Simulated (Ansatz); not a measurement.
## TaN: how the axes shrink under pressure

TaN, P-62m, a = 5.200 Å, c = 2.910 Å. Ansatz: r2SCAN, PAW, 500 eV, Γ-centred 12×12×12 mesh on 6 atoms, Gaussian smearing 0.10 eV; no spin polarisation. Cell and atoms are relaxed at each pressure, and no other structure is tried, so the rows at high pressure may lie past a change of phase. y = 100 ln(c/c0) with c0 = 2.9104 Å, so nearly a change in per cent. The pressures are the targets, met within 0.07 GPa.

| P (GPa) | y | 100 ln(a/a0) |
| --- | --- | --- |
| -3.0 | ? | ? |
| 0.0 | 0.00 | 0.00 |
| 3.0 | -0.26 | -0.32 |
| 8.0 | -0.68 | -0.83 |
| 15.0 | -1.23 | -1.49 |
| 30.0 | -2.26 | -2.78 |
| 60.0 | -3.94 | -4.92 |

Fit y = c1 P + c2 P² to the other rows, give the linear compressibility along c, and predict the missing y.

Least squares on the rows shown. y = −0.08620 P + 0.0003431 P². The linear compressibility along c is −c1/100 = 0.86 per TPa, against 1.04 along a from the same fit to the last column (its missing entry is 0.33): the crystal is softer along a at low pressure. At P = -3.0 the fit asked for gives 0.26. The run gave 0.28, so the fit is 0.02 too low, within twice the rms miss on the fitted rows (0.01).

Spin–orbit coupling is left out, which can shift energies with elements as heavy as these.